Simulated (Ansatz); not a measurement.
# Al3Cu2: the cost of one run

Computed with Ansatz 0.2.0 (DFT PBE, scalar-relativistic, plane waves, PAW, unless a step's input says otherwise).

**1. The starting structure**

It takes space group Fmmm (No. 69, orthorhombic). The conventional cell has a = 3.071 Å, b = 4.343 Å, c = 21.716 Å, α = 90.00°, β = 90.00°, γ = 90.00°. Al (site symmetry mm2) is surrounded by 6 Al at 2.66 Å and 2 Cu at 2.66 Å. Al (site symmetry mmm) has 8 Al at 2.66 Å as nearest neighbours. Cu (site symmetry mm2) has 6 Cu at 2.66 Å and 2 Al at 2.66 Å as nearest neighbours.

Structure file:

```
CELL_PARAMETERS angstrom
0.00000 2.17159 10.85793
1.53554 0.00000 10.85793
1.53554 2.17159 0.00000
ATOMIC_POSITIONS crystal
Al 0.10000 0.10000 0.90000
Al 0.90000 0.90000 0.10000
Al 0.50000 0.50000 0.50000
Cu 0.70000 0.70000 0.30000
Cu 0.30000 0.30000 0.70000
```

The start is an ordering of an alloy on its end members' structure types: elements ordered on the sites of the Ta type, Cu/Al on Ta (Fmmm, No. 69).

**2. The guess as it stands, on a coarse mesh**

File input.yaml:

```yaml
crystal:
  lattice:
    - [0.0, 2.17158527, 10.85792636]
    - [1.53554267, 0.0, 10.85792636]
    - [1.53554267, 2.17158527, 0.0]
  atoms:
    - { symbol: Al, position: [0.1, 0.1, 0.9] }
    - { symbol: Al, position: [0.9, 0.9, 0.1] }
    - { symbol: Al, position: [0.5, 0.5, 0.5] }
    - { symbol: Cu, position: [0.7, 0.7, 0.3] }
    - { symbol: Cu, position: [0.3, 0.3, 0.7] }
basis:
  ecutwfc: 420
kpoints:
  mp_grid: { grid: [8, 8, 8] }
hamiltonian:
  xc: pbe
scf:
  occupations: { method: gaussian, width: 0.1 }
  lower_state_search: "off"
output:
  forces: true
  stress: true
  eigenvalues: true
```

The run is started by

```
ansatz run input.yaml --threads 1 --pin off --max-ram 2560MiB --backend cpu --events-out ev --progress --plain --runs-dir out
```

What time and memory should one allow on 1 thread of Intel Xeon Platinum 8259CL at 2.50GHz (Skylake/Cascade Lake), shared host?

About 11 s, with a peak of 0.48 GiB.
